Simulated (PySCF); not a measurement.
Molecule: `InChI=1S/C4H10O/c1-2-3-4-5/h5H,2-4H2,1H3`.

Molfile (atoms numbered from 1):
```
C4H10O
     RDKit          3D

 15 14  0  0  0  0  0  0  0  0999 V2000
   -2.1910    0.0887    0.3687 C   0  0  0  0  0  0  0  0  0  0  0  0
   -0.8612    0.0082   -0.3638 C   0  0  0  0  0  0  0  0  0  0  0  0
    0.3384    0.0074    0.5713 C   0  0  0  0  0  0  0  0  0  0  0  0
    1.6657   -0.0755   -0.1497 C   0  0  0  0  0  0  0  0  0  0  0  0
    2.6952   -0.0533    0.8030 O   0  0  0  0  0  0  0  0  0  0  0  0
   -2.3213   -0.7659    1.0520 H   0  0  0  0  0  0  0  0  0  0  0  0
   -3.0410    0.0887   -0.3306 H   0  0  0  0  0  0  0  0  0  0  0  0
   -2.2573    1.0062    0.9751 H   0  0  0  0  0  0  0  0  0  0  0  0
   -0.7760    0.8547   -1.0686 H   0  0  0  0  0  0  0  0  0  0  0  0
   -0.8393   -0.9031   -0.9879 H   0  0  0  0  0  0  0  0  0  0  0  0
    0.3385    0.9184    1.1944 H   0  0  0  0  0  0  0  0  0  0  0  0
    0.2727   -0.8422    1.2729 H   0  0  0  0  0  0  0  0  0  0  0  0
    1.7477    0.7715   -0.8627 H   0  0  0  0  0  0  0  0  0  0  0  0
    1.6916   -1.0041   -0.7584 H   0  0  0  0  0  0  0  0  0  0  0  0
    3.5372   -0.0996    0.3419 H   0  0  0  0  0  0  0  0  0  0  0  0
  1  2  1  0
  2  3  1  0
  3  4  1  0
  4  5  1  0
  1  6  1  0
  1  7  1  0
  1  8  1  0
  2  9  1  0
  2 10  1  0
  3 11  1  0
  3 12  1  0
  4 13  1  0
  4 14  1  0
  5 15  1  0
M  END
```

Geometry PBE0-D3(BJ)/def2-SVP throughout; GIAO in PySCF, gas phase, one conformer, non-relativistic; equivalent atoms averaged; basis pcSseg-1.

For orientation, KT2 gives these absolute shieldings σ: C4 114.6, C3 145.1, C1 166.3, O5 293.0, H13/H14 27.35, H11/H12 29.71, H6/H7/H8 30.12, H9/H10 30.07, H15 31.22 ppm.

A run gave: C4 109.8, C3 140.7, C1 161.5, O5 291.9, H13/H14 27.56, H11/H12 29.89, H6/H7/H8 30.33, H9/H10 30.28, H15 31.37 ppm (absolute shieldings σ).

**Question.** Which functional was used in that run?
A. LDA
B. BLYP
C. BHandHLYP
D. B97-D

**Answer.** D. C1 tells them apart best: B97-D gives 161.5, BHandHLYP gives 167.4, LDA gives 165.3, BLYP gives 157.5 ppm.
